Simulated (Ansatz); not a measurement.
## MoS₂ (P-6m2) at 2 levels of theory

One geometry, relaxed with PBE; plane waves with PAW potentials in Ansatz, scalar-relativistic. No spin polarisation. Gaps are the least over mesh and band path; pressure is positive in compression.

Space group P-6m2 (No. 187). a = 3.185 Å, b = 3.185 Å, c = 18.949 Å, α = 90.00°, β = 90.00°, γ = 120.00°
```
atom  site  symmetry       x       y       z
  Mo    1e      -6m2  0.6667  0.3333  0.0000
   S    2g       3m.  0.0000  0.0000  0.9175
```

| level | cutoff (eV) | k mesh | gap (eV) | pressure (GPa) |
| --- | --- | --- | --- | --- |
| PBE | 420 | 12×12×2 | 1.66 | 0.0 |

Question: What comes out on the same cell with r2SCAN?

Answer:
```json
{"level": "r2SCAN", "cutoff (eV)": "500", "k mesh": "12×12×2", "gap (eV)": "1.74", "pressure (GPa)": "-0.4"}
```

The cell holds layers, chains or molecules and no dispersion correction was added, so their binding is poorly described.

It comes from a database structure that was distorted and then relaxed.
